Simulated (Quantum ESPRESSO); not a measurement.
Nb under changes of volume

One of the cells (18.922 Å³/atom); the others are scaled copies at fixed shape and fractional positions:

```
Nb
1.0
     0.00000    2.11500    2.11500
     2.11500    0.00000    2.11500
     2.11500    2.11500    0.00000
Nb
1
Direct
  0.00000 0.00000 0.00000
```

This isn't the form of Nb at room conditions, which is bcc.

| Quantity | Value |
| --- | --- |
| Program | Quantum ESPRESSO 7.5 |
| Functional | PBEsol |
| Potentials or basis | GBRV 1.5 PBEsol |
| Cutoff | 612 eV |
| Density cutoff | 4898 eV |
| k mesh | 11 × 11 × 11 |
| Occupations | fermi-dirac, width 0.05 eV |
| Spin | no spin polarisation |

| volume (Å³/atom) | energy over the lowest point (meV/atom) | pressure (GPa) |
| --- | --- | --- |
| 17.786 | 1.97 | 2.4 |
| 18.165 | 0.00 | -1.4 |
| 18.543 | 6.69 | -4.8 |
| 18.922 | 21.14 | -7.9 |
| 19.300 | 42.66 | -10.6 |
| 19.679 | ? | ? |
| 20.057 | 103.86 | -15.4 |

**Question.** What does the run at 19.679 Å³/atom give?

**Answer.** Energy over the lowest point 70.42 meV/atom; pressure -13.1 GPa.

Worked out: A Birch-Murnaghan fit of order 3 (a polynomial in V^(-2/3)) to the other rows has its minimum at 18.06 Å³/atom with B0 = V·E''(V) = 180 GPa and B' = 4.1. It gives 70.46 meV/atom at 19.679 Å³/atom, against the run's 70.42, and -dE/dV = -13.0 GPa, against -13.1.

Energies are extrapolated to zero smearing.
